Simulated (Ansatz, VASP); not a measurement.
**One calculation of Mg, two programs**

```xyz
1
Lattice="0.0000 2.2760 2.2760 2.2760 0.0000 2.2760 2.2760 2.2760 0.0000" Properties=species:S:1:pos:R:3 pbc="T T T"
Mg    0.0000    0.0000    0.0000
```

Alike in both runs: task single point; functional PBEsol; k mesh 14 × 14 × 14; occupations fermi-dirac, width 0.1 eV; no spin polarisation.

|  | VASP | Ansatz |
| --- | --- | --- |
| version | VASP 6.6.1 | Ansatz 0.2.0 |
| potentials or method | VASP PAW PBE potentials, release 64 (Mg) | plane waves (420 eV) with PAW, scalar-relativistic |
| plane-wave cutoff (eV) | 520 | 420 |
| valence electrons in the cell | 2 | 10 |

```tsv
	VASP	Ansatz	Ansatz less VASP
pressure (GPa)	-1.3	-1.3	+0.06
```

The functional is the same, so the differences come from potentials, cutoffs and numerics. The two sets of potentials don't hold the same shells in valence. Ansatz warned: «pseudo_functional_mismatch».

Caveats: the PAW data sets were made with another functional, which shifts forces and pressure a little (VASP).
